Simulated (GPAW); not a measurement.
# InAs (F-43m) in GPAW: reference runs

Reference runs on InAs: the cell as given and a disturbed copy.

All numbers are computed with GPAW 26.7.0; they aren't measurements. Logs are shortened: lines on timing, memory, paths and dates and some standing lists are left out, and cuts for length are marked. The log counts tension as positive stress, the text compression.

**Experimental background.**

A printed reference work, data compilation reports, for a bulk crystal of InAs at 4.2 K: band gap 0.418 eV (direct).

The results are compared with them further down.

## 1. The crystal as given

Symmetry: F-43m, No. 216, cubic system. Conventional cell: a = 6.036 Å, b = 6.036 Å, c = 6.036 Å, α = 90.00°, β = 90.00°, γ = 90.00°. In (site symmetry -43m) is surrounded by 4 As at 2.61 Å. As (site symmetry -43m) is surrounded by 4 In at 2.61 Å.

## 2. Single point, PBEsol

The input, run.py:

```python
from ase import Atoms
from ase.dft.bandgap import bandgap
from ase.io import write
from ase.units import Bohr, GPa
from gpaw import GPAW, PW, setup_paths
from gpaw.elf import elf_from_dft_calculation

setup_paths.insert(0, '.')

atoms = Atoms(['In', 'As'],
              cell=[[0.0, 3.018, 3.018],
                    [3.018, 0.0, 3.018],
                    [3.018, 3.018, 0.0]],
              scaled_positions=[[0.0, 0.0, 0.0],
                                [0.75, 0.75, 0.75]],
              pbc=True)

calc = GPAW(mode=PW(600),
            xc='PBEsol',
            kpts={'size': (8, 8, 8), 'gamma': True},
            occupations={'name': 'fermi-dirac', 'width': 0.05},
            nbands=18,
            convergence={'density': 1e-05, 'energy': 1e-05},
            maxiter=150,
            txt='gpaw.txt')
atoms.calc = calc
energy = atoms.get_potential_energy()
forces = atoms.get_forces()
stress = atoms.get_stress()
calc.write('gs.gpw')
write('result.traj', atoms)
print(f'Energy: {energy:.6f} eV')
print('Forces (eV/A):')
print(forces.round(4))
print('Stress (GPa):', (stress / GPa).round(3))
print('Fermi level:', round(calc.get_fermi_level(), 4), 'eV')
print(f'Gap: {bandgap(calc)[0]:.4f} eV, direct: {bandgap(calc, direct=True)[0]:.4f} eV')

# fields on the real-space grid
write('density.cube', atoms, data=calc.get_pseudo_density() * Bohr**3)
write('potential.cube', atoms, data=calc.get_electrostatic_potential())
write('elf.cube', atoms, data=elf_from_dft_calculation(calc).data)
```

Potentials or basis: PAW data sets generated in the run's folder for this functional, pw.

Launch:

```
gpaw-setup -f PBEsol As In
OMP_NUM_THREADS=1 python run.py
```

gpaw.txt:

```text
__  _  _
 | _ |_)|_||  |
 |__||  | ||/\| - 26.7.0

Input parameters:
  mode=PW(ecut=600.0),
  convergence={'density': 1e-05, 'energy': 1e-05},
  kpts=MonkhorstPack(size=(8, 8, 8), gamma=True),
  maxiter=150,
  nbands=18,
  occupations=Occupations(name='fermi-dirac', width=0.05),
  xc=XC(name='PBEsol')

Diagonalizing LCAO Hamiltonian
Converting LCAO to pw mode

                     As

       In

Atoms  # Å, Bohr magnetons
|   | symbol |        x |        y |        z |    initial magnetic moments |
|---|--------|----------|----------|----------|-----------------------------|
| 0 |     In | 0.000000 | 0.000000 | 0.000000 | ( 0.0000,  0.0000,  0.0000) |
| 1 |     As | 4.527000 | 4.527000 | 4.527000 | ( 0.0000,  0.0000,  0.0000) |

Unit cell  # Å
| periodic |        x |        y |        z |  lengths |    angles |
|----------|----------|----------|----------|----------|-----------|
|      yes | 0.000000 | 3.018000 | 3.018000 | 4.268097 | 60.000000 |
|      yes | 3.018000 | 0.000000 | 3.018000 | 4.268097 | 60.000000 |
|      yes | 3.018000 | 3.018000 | 0.000000 | 4.268097 | 60.000000 |

Number of symmetries: 24
Symmetry operations  # r_c * U_cc + t_c -> r_c
|    | kind |            matrix            |
|----|------|------------------------------|
|  0 |  E   |  1, 0, 0,  0, 1, 0,  0, 0, 1 |
|  1 |  σ   |  1, 0, 0,  0, 0, 1,  0, 1, 0 |
|  2 |  σ   |  1, 0,-1,  0, 1,-1,  0, 0,-1 |
|  3 |  C3  |  1, 0,-1,  0, 0,-1,  0, 1,-1 |
|  4 |  C3  |  1,-1, 0,  0,-1, 1,  0,-1, 0 |
|  5 |  σ   |  1,-1, 0,  0,-1, 0,  0,-1, 1 |
|  6 |  σ   |  0, 1, 0,  1, 0, 0,  0, 0, 1 |
|  7 |  C3  |  0, 1, 0,  0, 0, 1,  1, 0, 0 |
|  8 |  C2  |  0, 1,-1,  1, 0,-1,  0, 0,-1 |
|  9 |  S4  |  0, 1,-1,  0, 0,-1,  1, 0,-1 |
| 10 |  C3  |  0, 0, 1,  1, 0, 0,  0, 1, 0 |
| 11 |  σ   |  0, 0, 1,  0, 1, 0,  1, 0, 0 |
| 12 |  S4  |  0, 0,-1,  1, 0,-1,  0, 1,-1 |
| 13 |  C3  |  0, 0,-1,  0, 1,-1,  1, 0,-1 |
| 14 |  S4  |  0,-1, 1,  1,-1, 0,  0,-1, 0 |
| 15 |  C2  |  0,-1, 1,  0,-1, 0,  1,-1, 0 |
| 16 |  C3  |  0,-1, 0,  1,-1, 0,  0,-1, 1 |
| 17 |  S4  |  0,-1, 0,  0,-1, 1,  1,-1, 0 |
| 18 |  S4  | -1, 1, 0, -1, 0, 1, -1, 0, 0 |
| 19 |  C3  | -1, 1, 0, -1, 0, 0, -1, 0, 1 |
| 20 |  C3  | -1, 0, 1, -1, 1, 0, -1, 0, 0 |
| 21 |  S4  | -1, 0, 1, -1, 0, 0, -1, 1, 0 |
| 22 |  σ   | -1, 0, 0, -1, 1, 0, -1, 0, 1 |
| 23 |  C2  | -1, 0, 0, -1, 0, 1, -1, 1, 0 |

BZ-sampling:
  Number of BZ points: 512
  Number of IBZ points: 29

  Monkhorst-Pack size: [8, 8, 8]
  Monkhorst-Pack shift: [0.0625, 0.0625, 0.0625]

K-points  # in reciprocal-cell coordinates
|     |                                coordinates |     weight |
|-----|--------------------------------------------|------------|
|   0 | (  0.00000000,   0.00000000,   0.00000000) | 0.00195312 |
|   1 | (  0.12500000,   0.12500000,   0.00000000) | 0.01171875 |
|   2 | (  0.12500000,   0.12500000,   0.12500000) | 0.01562500 |
|   3 | (  0.25000000,   0.12500000,   0.12500000) | 0.02343750 |
|   4 | (  0.25000000,   0.25000000,   0.00000000) | 0.01171875 |
|   5 | (  0.25000000,   0.25000000,   0.12500000) | 0.04687500 |
|   6 | (  0.25000000,   0.25000000,   0.25000000) | 0.01562500 |
|   7 | (  0.37500000,   0.25000000,  -0.37500000) | 0.04687500 |
|   8 | (  0.37500000,   0.25000000,   0.12500000) | 0.04687500 |
|   9 | (  0.37500000,   0.25000000,   0.25000000) | 0.04687500 |
| ... |                                            |            |
|  28 | (  0.50000000,   0.50000000,   0.50000000) | 0.00781250 |

Plane wave coefficients: 1856
Cutoff: 600.0 eV

Spin-components: 1 (collinear spins)
Bands:           18
Projectors:      11
Spin-degeneracy: 2
Datatype:        complex128

Parallelization:
  kpt:    1
  domain: 1
  band:   1

Density:
  Valence electrons: 18.0
  Components: 1
  Grid points: [25 25 25]
  Charge: 0.0  # |e|

Potential:
  Grid points: [25 25 25]

species:
  In:
    name:    Indium
    Z:       49.0
    valence: 13
    core:    36
    charge:  0.0  # [|e|]
    compensation charges:
      type: gauss
      rc: 0.36  # [Å]
      lmax: 2
    cutoffs:
      filter: 2.09  # [Å]
      core: 2.48  # [Å]
    projectors
    | kind |    occ | energy [eV] | rcut [Å] |
    |------|--------|-------------|----------|
    |   5s |  2.000 |      -8.248 |    1.185 |
    |   5p |  1.000 |      -2.521 |    1.244 |
    |   4d | 10.000 |     -18.596 |    1.148 |
    |    s |        |      18.964 |    1.185 |
    |    p |        |      24.691 |    1.244 |
    |    d |        |       8.615 |    1.148 |

    Using partial waves for In as LCAO basis

  As:
    name:    Arsenic
    Z:       33.0
    valence: 5
    core:    28
    charge:  0.0  # [|e|]
    compensation charges:
      type: gauss
      rc: 0.33  # [Å]
      lmax: 2
    cutoffs:
      filter: 1.87  # [Å]
      core: 2.96  # [Å]
    projectors
    | kind |    occ | energy [eV] | rcut [Å] |
    |------|--------|-------------|----------|
    |   4s |  2.000 |     -14.495 |    1.058 |
    |   4p |  3.000 |      -5.197 |    1.058 |
    |    s |        |      12.716 |    1.058 |
    |    p |        |      22.014 |    1.058 |
    |    d |        |       0.000 |    1.058 |

    Using partial waves for As as LCAO basis

Reference energy: -221362.052302  # eV

eigensolver:
  PPCG
  Converge bands: occupied
  niter=2

density mixing:
  MSR1-Mixer
  Pratt-step length: 0.05
  Maximum mixing coefficient: 0.75
  Old densities: 10
  SVD Regularization: 0.005
  Good broyden scale: 1.0
  Trust region scale: 1.0
  Backstep threshold: 4.0
  History deletion threshold: 6.0
  Fourier metric: weight=20.0, sigma=0.015

occupation numbers:
  Fermi-Dirac:
    width: 0.0500  # eV

poisson solver:
  ecut: 4800.0  # eV

xc functional:
  name: PBEsol with 2 nearest neighbor stencil

convergence criteria:
- Maximum integral of absolute [dens]ity change: 1e-05 electrons / valence electron
- Maximum [total energy] change in last 3 cyles: 1e-05 eV / valence electron
- Maximum integral of absolute [eigenst]ate change: 4e-08 eV^2 / valence electron
maximum number of iterations: 150

SCF iterations
|iter     | |      energy | eigst |  dens |
|---------|-|-------------|-------|-------|
|iter:   1| |   -8.940564 | -0.34 |       |
|iter:   2| |   -8.896763 | -2.36 | -1.19 |
|iter:   3| |   -8.717573 | -1.99 | -1.23 |
|iter:   4| |   -8.716189 | -3.40 | -1.82 |
|iter:   5| |   -8.716028 | -4.23 | -2.37 |
|iter:   6| |   -8.716050c| -5.71 | -3.16 |
|iter:   7| |   -8.716053c| -6.60 | -3.62 |
|iter:   8| |   -8.716053c| -8.30c| -4.64 |
|iter:   9| |   -8.716053c| -8.53c| -5.34c|

Converged in 9 steps
Energy contributions relative to reference atoms: (reference = -221362.052302)

Energy contributions:
  Kinetic:          24.361654
  Coulomb:         -22.481368
  Zero:              0.130980
  External:          0.000000
  Xc:              -10.727053
  Entropy:          -0.000532
  Spinorbit:         0.000000
  ----------------------------
  Free energy:      -8.716319
  Extrapolated:     -8.716053

dipole moment: (-17.152637, -17.152637, -17.152637)  # |e|*Ang

Fermi level: 4.815
Eigenvalues  # (at kpt = [0.000, 0.000, 0.000])
| band index |      eig [eV] | occ [0-2] |
|------------|---------------|-----------|
|          0 |        -9.496 |     2.000 |
|        ... |               |           |
|          2 |        -9.496 |     2.000 |
|          3 |        -9.365 |     2.000 |
|          4 |        -9.365 |     2.000 |
|          5 |        -7.156 |     2.000 |
|          6 |         4.517 |     1.995 |
|          7 |         4.768 |     1.435 |
|          8 |         4.768 |     1.435 |
|          9 |         4.768 |     1.435 |
|         10 |         8.612 |     0.000 |
|         11 |         8.612 |     0.000 |
|         12 |         8.612 |     0.000 |
|         13 |        12.152 |     0.000 |
|         14 |        14.486 |     0.000 |
|         15 |        14.486 |     0.000 |
|         16 |        15.142 |     0.000 |
|         17 |        15.142 |     0.000 |

No gap
No difference between direct/indirect transitions

Forces  # eV/Ang
|        x |        y |        z |
|----------|----------|----------|
|  0.00000 |  0.00000 |  0.00000 |  # In   0
| -0.00000 | -0.00000 | -0.00000 |  # As   1

Stress tensor  # eV/Ang^3
|         x |         y |         z |
|-----------|-----------|-----------|
| -0.008162 | -0.000000 | -0.000000 |
| -0.000000 | -0.008162 |  0.000000 |
| -0.000000 |  0.000000 | -0.008162 |

# Writing to gs.gpw (mode='')
```

It took 20 s on 1 thread of Arm Neoverse V1, shared host; peak memory 0.17 GiB.

Results:

- Free energy: -8.7163 eV
- Pressure: 1.3 GPa
- Band gap on the k mesh: none (metal or under the smearing width)

Levels at points of the mesh, in eV from the Fermi level:
| k point | band 6 | band 7 | band 8 | band 9 | band 10 | band 11 | band 12 | band 13 |
| --- | --- | --- | --- | --- | --- | --- | --- | --- |
| (0.00, 0.00, 0.00) | -11.97 | -0.30 | -0.05 | -0.05 | -0.05 | 3.80 | 3.80 | 3.80 |
| (0.50, 0.50, 0.00) | -9.91 | -5.95 | -2.42 | -2.42 | 1.38 | 1.94 | 9.07 | 9.20 |
| (0.50, 0.50, 0.50) | -10.46 | -5.89 | -1.06 | -1.06 | 0.84 | 4.58 | 4.58 | 6.69 |

Caveat: this crystal is a semiconductor, whose small gap the functional closes, so the metal is an error of the method.

## 3. Single point, PBEsol (atoms moved at random, drawn with an rms of 0.05 Å)

Changes to run.py since step 2:

```diff
@@ -3,5 +3,4 @@
 from ase.io import write
-from ase.units import Bohr, GPa
+from ase.units import GPa
 from gpaw import GPAW, PW, setup_paths
-from gpaw.elf import elf_from_dft_calculation
 
@@ -13,4 +12,4 @@
                     [3.018, 3.018, 0.0]],
-              scaled_positions=[[0.0, 0.0, 0.0],
-                                [0.75, 0.75, 0.75]],
+              scaled_positions=[[0.006425, -0.004728, -0.004095],
+                                [0.759253, 0.747064, 0.747187]],
               pbc=True)
@@ -37,6 +36 @@
 print(f'Gap: {bandgap(calc)[0]:.4f} eV, direct: {bandgap(calc, direct=True)[0]:.4f} eV')
-
-# fields on the real-space grid
-write('density.cube', atoms, data=calc.get_pseudo_density() * Bohr**3)
-write('potential.cube', atoms, data=calc.get_electrostatic_potential())
-write('elf.cube', atoms, data=elf_from_dft_calculation(calc).data)
```

Potentials or basis: PAW data sets generated in the run's folder for this functional, pw.

Launch:

```
gpaw-setup -f PBEsol As In
OMP_NUM_THREADS=1 python run.py
```

gpaw.txt:

```text
__  _  _
 | _ |_)|_||  |
 |__||  | ||/\| - 26.7.0

Input parameters:
  mode=PW(ecut=600.0),
  convergence={'density': 1e-05, 'energy': 1e-05},
  kpts=MonkhorstPack(size=(8, 8, 8), gamma=True),
  maxiter=150,
  nbands=18,
  occupations=Occupations(name='fermi-dirac', width=0.05),
  xc=XC(name='PBEsol')

Diagonalizing LCAO Hamiltonian
Converting LCAO to pw mode

                     As

       In

Atoms  # Å, Bohr magnetons
|   | symbol |         x |        y |        z |    initial magnetic moments |
|---|--------|-----------|----------|----------|-----------------------------|
| 0 |     In | -0.026628 | 0.007032 | 0.005122 | ( 0.0000,  0.0000,  0.0000) |
| 1 |     As |  4.509650 | 4.546436 | 4.546065 | ( 0.0000,  0.0000,  0.0000) |

Unit cell  # Å
| periodic |        x |        y |        z |  lengths |    angles |
|----------|----------|----------|----------|----------|-----------|
|      yes | 0.000000 | 3.018000 | 3.018000 | 4.268097 | 60.000000 |
|      yes | 3.018000 | 0.000000 | 3.018000 | 4.268097 | 60.000000 |
|      yes | 3.018000 | 3.018000 | 0.000000 | 4.268097 | 60.000000 |

Number of symmetries: 1
Symmetry operations  # r_c * U_cc + t_c -> r_c
|   | kind |            matrix            |
|---|------|------------------------------|
| 0 |  E   |  1, 0, 0,  0, 1, 0,  0, 0, 1 |

BZ-sampling:
  Number of BZ points: 512
  Number of IBZ points: 260

  Monkhorst-Pack size: [8, 8, 8]
  Monkhorst-Pack shift: [0.0625, 0.0625, 0.0625]

K-points  # in reciprocal-cell coordinates
|     |                                coordinates |     weight |
[... 114 lines left out ...]
  name: PBEsol with 2 nearest neighbor stencil

convergence criteria:
- Maximum integral of absolute [dens]ity change: 1e-05 electrons / valence electron
- Maximum [total energy] change in last 3 cyles: 1e-05 eV / valence electron
- Maximum integral of absolute [eigenst]ate change: 4e-08 eV^2 / valence electron
maximum number of iterations: 150

SCF iterations
|iter     | |      energy | eigst |  dens |
|---------|-|-------------|-------|-------|
|iter:   1| |   -8.938987 | -0.34 |       |
|iter:   2| |   -8.895184 | -2.36 | -1.19 |
|iter:   3| |   -8.715862 | -1.99 | -1.23 |
|iter:   4| |   -8.714479 | -3.40 | -1.82 |
|iter:   5| |   -8.714317 | -4.23 | -2.37 |
|iter:   6| |   -8.714339c| -5.71 | -3.15 |
|iter:   7| |   -8.714342c| -6.60 | -3.62 |
|iter:   8| |   -8.714342c| -8.29c| -4.63 |
|iter:   9| |   -8.714342c| -8.53c| -5.34c|

Converged in 9 steps
Energy contributions relative to reference atoms: (reference = -221362.052302)

Energy contributions:
  Kinetic:          24.375694
  Coulomb:         -22.492571
  Zero:              0.130961
  External:          0.000000
  Xc:              -10.728170
  Entropy:          -0.000511
  Spinorbit:         0.000000
  ----------------------------
  Free energy:      -8.714597
  Extrapolated:     -8.714342

dipole moment: (23.112020, 3.396240, 3.370462)  # |e|*Ang

Fermi level: 4.821
Eigenvalues  # (at kpt = [0.000, 0.000, 0.000])
| band index |      eig [eV] | occ [0-2] |
|------------|---------------|-----------|
|          0 |        -9.503 |     2.000 |
|        ... |               |           |
|          2 |        -9.494 |     2.000 |
|          3 |        -9.366 |     2.000 |
|          4 |        -9.366 |     2.000 |
|          5 |        -7.156 |     2.000 |
|          6 |         4.517 |     1.995 |
|          7 |         4.720 |     1.764 |
[... 8 lines left out ...]
|         16 |        15.126 |     0.000 |
|         17 |        15.139 |     0.000 |

No gap
No difference between direct/indirect transitions

Forces  # eV/Ang
|        x |        y |        z |
|----------|----------|----------|
|  0.07614 |  0.09932 |  0.11090 |  # In   0
| -0.07614 | -0.09932 | -0.11090 |  # As   1

Stress tensor  # eV/Ang^3
|         x |         y |         z |
|-----------|-----------|-----------|
| -0.008235 | -0.002201 | -0.001968 |
| -0.002201 | -0.008223 | -0.001500 |
| -0.001968 | -0.001500 | -0.008216 |

# Writing to gs.gpw (mode='')
```

stdout:

```text
Energy: -8.714342 eV
Forces (eV/A):
[[ 0.0761  0.0993  0.1109]
 [-0.0761 -0.0993 -0.1109]]
Stress (GPa): [-1.319 -1.317 -1.316 -0.24  -0.315 -0.353]
Fermi level: 4.8207 eV
Gap: 0.0000 eV, direct: 0.0000 eV
```

It took 2.2 min on 1 thread of Arm Neoverse V1, shared host; peak memory 0.38 GiB.

Results:

```yaml
Free_energy: -8.7146 eV
Pressure: 1.3 GPa
Largest_force: 0.167 eV/Å
Band_gap_on_the_k_mesh: none (metal or under the smearing width)
```

Forces on the atoms (eV/Å):
```
In   0.076  0.099  0.111
As  -0.076 -0.099 -0.111
```

Levels at points of the mesh, in eV from the Fermi level:
```
           k point  band 7  band 8  band 9  band 10  band 11  band 12
(0.00, 0.00, 0.00)   -0.30   -0.10   -0.03    -0.02     3.77     3.78
(0.00, 0.00, 0.50)   -5.88   -1.11   -1.02     0.83     4.50     4.63
(0.00, 0.50, 0.00)   -5.87   -1.11   -1.02     0.82     4.50     4.63
(0.00, 0.50, 0.50)   -5.95   -2.43   -2.42     1.38     1.94     9.06
(0.50, 0.00, 0.00)   -5.86   -1.10   -1.03     0.82     4.50     4.62
(0.50, 0.00, 0.50)   -5.95   -2.44   -2.41     1.38     1.94     9.06
(0.50, 0.50, 0.00)   -5.95   -2.44   -2.41     1.38     1.94     9.06
(0.50, 0.50, 0.50)   -5.96   -1.07   -1.06     0.88     4.58     4.60
```

## 4. Against experiment

Step 2. Against the measured gap of InAs, 0.418 eV (direct; 4.2 K; a printed reference work, data compilation), the calculated 0.00 eV is off by -0.42 eV. Spin-orbit coupling on As, In is left out. The value is that of PBEsol on a finite k mesh, which can miss the band edges, without temperature or zero-point motion. Semilocal functionals fall short of measured gaps as a rule.
